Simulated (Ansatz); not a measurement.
## HfO₂: holes, doping and thermopower

Plane-wave DFT in Ansatz, PBE, scalar-relativistic PAW potentials, cutoff 420 eV, no spin-orbit coupling; no spin polarisation. HfO₂ in space group Fm-3m, which needn't be the usual phase of this composition. Boltzmann transport at 300 K in rigid bands with one relaxation time, bands interpolated from the k mesh 8×8×8; values are means over x, y, z.

| holes (cm⁻³) | size of S (μV/K) | σ/τ (Ω⁻¹ m⁻¹ s⁻¹) |
| --- | --- | --- |
| 10^18 | 631.2 | 3.77e+16 |
| 10^19 | ? | 3.77e+17 |
| 10^20 | 240.6 | 3.76e+18 |
| 10^21 | 87.3 | 3.63e+19 |

Q: Take the lowest doping as non-degenerate: get the effective density of states and the masses, and predict the missing S.

A: For parabolic bands and one τ, |S| = (k_B/e)(5/2 − η) with k_B/e = 86.17 μV/K and n = N e^η. The first row gives η = -4.83, N = 12.46×10¹⁹ cm⁻³ and, from N = 2.509×10¹⁹ cm⁻³ × m_d^(3/2), a density-of-states mass of 2.91 mₑ (all valleys and bands together). σ/τ = ne²/m_c gives a conductivity mass of 0.75 mₑ; m_d is 3.9 times m_c, the sign of several valleys, several bands or anisotropy. A decade of doping costs (k_B/e) ln 10 = 198.4 μV/K, which predicts 433 μV/K; the run gave 433.3. There η is about -2.5, where Fermi statistics begin to count, but their first corrections to η and to the mean carrier energy nearly cancel, so the rule still holds. At 10^21 cm⁻³ the rule would give 36 μV/K against 87.3: the gas is degenerate there. Scattering that depends on energy changes the 5/2, and whether such doping can be reached wasn't computed.

Spin-orbit coupling, left out, matters for bands of heavy elements.

Cost: about 9.1 core-minutes for the runs cited, on Intel Xeon Platinum 8488C (Sapphire Rapids) (shared hosts).